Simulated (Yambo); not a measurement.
**HfO2 in Yambo: convergence with bands in self energy**

Crystal: HfO2.

```
Hf O
1.0
     0.00000    2.55750    2.55750
     2.55750    0.00000    2.55750
     2.55750    2.55750    0.00000
Hf O
1 2
Direct
  0.00000 0.00000 0.00000
  0.75000 0.75000 0.75000
  0.25000 0.25000 0.25000
```

Measurements of this composition are mostly on another form, of space group No. 14.

| Property | Result |
| --- | --- |
| Program | Yambo 5.3.0 |
| Task | G0W0 quasiparticle levels |
| Functional | PBEsol |
| Potentials or basis | PseudoDojo 0.4 FR PBEsol standard |
| Cutoff | 1143 eV |
| Density cutoff | 4572 eV |
| k mesh | 4 × 4 × 4 |
| Occupations | fixed |
| Spin | non-collinear spin, zero start, spin-orbit coupling |
| k mesh of the self-consistent run | 10 × 10 × 10 |
| Random integration of the Coulomb term | yes |
| Direction of the field or of q to 0 | x + y + z |
| Broadening | 0.1 eV |
| States corrected | Γ and the k points of the band edges |
| Frequency dependence of W | plasmon pole |
| Terminator of the band sum in the self-energy | none |
| Quasiparticle equation | linearised (Newton) |
| Imaginary frequency of the plasmon-pole fit | 27.2114 eV |
| Bands in the response | 324 |
| Bands in the self-energy | 64 |
| Cutoff of the response matrix | 12 Ry |
| Cutoff of exchange and Vxc | 84 Ry |
| Bands corrected (first, last) | [23, 26] |

These are the settings of the first run; the series varies bands in self energy, with any setting tied to it.

| bands in self energy | quasiparticle gap at the points computed (eV) |
| --- | --- |
| 64 | 5.076 |
| 104 | 5.110 |
| 184 | 5.162 |
| 324 | 5.202 |

Against the tightest run, the quasiparticle gap at the points computed stays within 0.05 eV from 184 on. The tightest run that finished is the yardstick and may itself not be fully converged.

Caveat, for the tightest run too: the k mesh is coarse (spacing up to 0.53 Å⁻¹), so the values aren't converged; this version prints the column dSc/dw multiplied by 27.2.
